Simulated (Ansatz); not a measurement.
## Molecular dynamics of WC

input.yaml

```yaml
crystal:
  lattice:
    - [-2.999378, -5.195075, 0.0]
    - [4.499067, -2.597538, 0.0]
    - [0.0, 0.0, 5.888183]
  atoms:
    - { symbol: W, position: [0.75, 0.5, 0.0] }
    - { symbol: C, position: [0.5, 0.6666667, 0.25] }
    - { symbol: W, position: [0.75, 0.5, 0.5] }
    - { symbol: C, position: [0.5, 0.6666667, 0.75] }
    - { symbol: W, position: [0.5, 0.0, 0.0] }
    - { symbol: C, position: [0.25, 0.1666667, 0.25] }
    - { symbol: W, position: [0.5, 0.0, 0.5] }
    - { symbol: C, position: [0.25, 0.1666667, 0.75] }
    - { symbol: W, position: [0.25, 0.5, 0.0] }
    - { symbol: C, position: [0.0, 0.6666667, 0.25] }
    - { symbol: W, position: [0.25, 0.5, 0.5] }
    - { symbol: C, position: [0.0, 0.6666667, 0.75] }
    - { symbol: W, position: [0.0, 0.0, 0.0] }
    - { symbol: C, position: [0.75, 0.1666667, 0.25] }
    - { symbol: W, position: [0.0, 0.0, 0.5] }
    - { symbol: C, position: [0.75, 0.1666667, 0.75] }
basis:
  ecutwfc: 420.0
kpoints:
  mp_grid: { grid: [3, 3, 3] }
hamiltonian:
  xc: pbe
  pseudopotentials: { kind: paw, azcp: { folder: soft_1 } }
scf:
  occupations: { method: fermi_dirac, width: 0.3 }
  lower_state_search: "off"
md:
  timestep: 0.75
  n_steps: 140
  ensemble: nvt_langevin
  temperature: 3500.0
  initial_velocities: maxwell_boltzmann
  seed: 754333
  friction: 0.02
```

Launched with:

```bash
$ ansatz run input.yaml --threads 2 --pin off --max-ram 5120MiB --backend cpu --events-out ev --progress --plain --runs-dir out
```

It starts from a structure without forces on its atoms.

Output, in part (step lines):

```
md step     0: t =     0.00 fs  T =  3281.2 K  F+E_penalty+E_count = -85096.25381685 eV  E_kin = 6.786150 eV  (8 SCF iters)
md step     1: t =     0.75 fs  T =  3112.1 K  F+E_penalty+E_count = -85096.22764630 eV  E_kin = 6.436419 eV  (6 SCF iters)
md step     2: t =     1.50 fs  T =  3305.5 K  F+E_penalty+E_count = -85096.15133295 eV  E_kin = 6.836373 eV  (6 SCF iters)
md step     3: t =     2.25 fs  T =  3253.8 K  F+E_penalty+E_count = -85096.02516806 eV  E_kin = 6.729312 eV  (6 SCF iters)
md step     4: t =     3.00 fs  T =  3200.5 K  F+E_penalty+E_count = -85095.85498956 eV  E_kin = 6.619083 eV  (6 SCF iters)
md step     5: t =     3.75 fs  T =  3174.5 K  F+E_penalty+E_count = -85095.64755735 eV  E_kin = 6.565309 eV  (5 SCF iters)
md step     6: t =     4.50 fs  T =  3159.6 K  F+E_penalty+E_count = -85095.41039057 eV  E_kin = 6.534490 eV  (5 SCF iters)
md step     7: t =     5.25 fs  T =  3039.6 K  F+E_penalty+E_count = -85095.14955625 eV  E_kin = 6.286281 eV  (5 SCF iters)
[... lines left out ...]
md step   139: t =   104.25 fs  T =  3858.6 K  F+E_penalty+E_count = -85089.02756280 eV  E_kin = 7.980299 eV  (5 SCF iters)
md step   140: t =   105.00 fs  T =  3628.6 K  F+E_penalty+E_count = -85089.01390221 eV  E_kin = 7.504446 eV  (6 SCF iters)
```

The steps, from the saved trajectory:

| time (fs) | T (K) | potential energy less start (eV) |
| --- | --- | --- |
| 0 | 3281 | 0.000 |
| 3 | 3200 | 0.399 |
| 6 | 2717 | 1.385 |
| 9 | 2239 | 2.567 |
| 12 | 2160 | 3.675 |
| 15 | 1963 | 4.651 |
| 18 | 2067 | 5.309 |
| 21 | 2046 | 5.256 |
| 24 | 2390 | 4.703 |
| 27 | 3137 | 4.071 |
| 30 | 3650 | 3.642 |
| 33 | 3784 | 3.591 |
| 36 | 3891 | 4.040 |
| 39 | 3081 | 4.874 |
| 42 | 2757 | 5.706 |
| 45 | 3061 | 6.151 |
| 48 | 3006 | 6.193 |
| 51 | 3530 | 6.508 |
| 54 | 2613 | 7.497 |
| 57 | 2007 | 8.472 |
| 60 | 1839 | 9.087 |
| 63 | 2525 | 9.082 |
| 66 | 2626 | 8.658 |
| 69 | 2422 | 8.444 |
| 72 | 2807 | 8.192 |
| 75 | 3307 | 7.773 |
| 78 | 3756 | 7.436 |
| 81 | 3911 | 7.271 |
| 84 | 3617 | 7.516 |
| 87 | 3153 | 8.260 |
| 90 | 3338 | 8.935 |
| 93 | 3770 | 8.792 |
| 96 | 4043 | 8.217 |
| 99 | 4332 | 7.556 |
| 102 | 3948 | 7.239 |
| 105 | 3629 | 7.240 |

All steps were run. A run of 0.1 ps of so small a system gives no equilibrium averages. Limits of this set-up: coarse k mesh.

Mean squared displacements from the first frame to the last, about the centre of mass: W 0.06 Å², C 0.09 Å².

Last frame:

```xyz
16
Lattice="-2.9994 -5.1951 0.0000 4.4991 -2.5975 0.0000 0.0000 0.0000 5.8882" Properties=species:S:1:pos:R:3
W -0.218 -4.996 -0.176
C 1.248 -4.138 1.363
W -0.113 -5.628 2.852
C 1.475 -4.389 4.442
W -1.721 -2.676 0.149
C -0.156 -2.225 1.647
W -1.653 -2.864 3.085
C 0.012 -2.057 4.450
W 1.381 -2.646 -0.134
C 2.940 -1.580 1.192
W 1.444 -2.762 2.916
C 2.651 -1.807 4.255
W -0.157 -0.021 -0.162
C -1.512 -4.235 1.637
W -0.113 -0.381 2.982
C -1.627 -4.318 4.497
```

Run time: 25 min on 2 threads of Arm Neoverse V1 (shared host), peak memory 0.86 GiB.
